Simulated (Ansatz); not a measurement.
## Al2Pt: computed properties

The calculation used DFT PBE, scalar-relativistic, plane waves, PAW (Ansatz).

Settings: cutoff 420 eV, Γ-centred mesh 12×12×12 on the computed 3-atom cell, Gaussian smearing of 0.10 eV; no spin polarisation.

The structure is relaxed at this level of theory with its symmetry kept. Whether it is the stable form of this composition wasn't checked.

Space group Fm-3m (No. 225). a = 5.946 Å, b = 5.946 Å, c = 5.946 Å, α = 90.00°, β = 90.00°, γ = 90.00°
```
atom site symmetry x y z
  Al    8c      -43m  0.2500  0.7500  0.7500
  Pt    4a m-3m  0.0000  0.0000  0.0000
```

```
Space group                                                       : Fm-3m (No. 225)
Volume per atom                                                   : 17.52 Å³
Formation energy from the elements' standard states (uncorrected) : -0.881 eV/atom
Kohn–Sham band gap                                                : none (metal)
Density of states at the Fermi level                              : 1.22 states/eV per cell
Löwdin character within 0.5 eV of the Fermi level                 : Al 3p 67 %, Pt 5d 16 %, Al 3s 9 %, unprojected 6 %
Bulk modulus                                                      : 129 GPa
Its pressure derivative                                           : 4.4
Bader charges (e)                                                 : Al (2 in the cell) 1.83, Pt (1 in the cell) -3.67
```

Spin-orbit coupling is left out, which matters for the bands of heavy elements.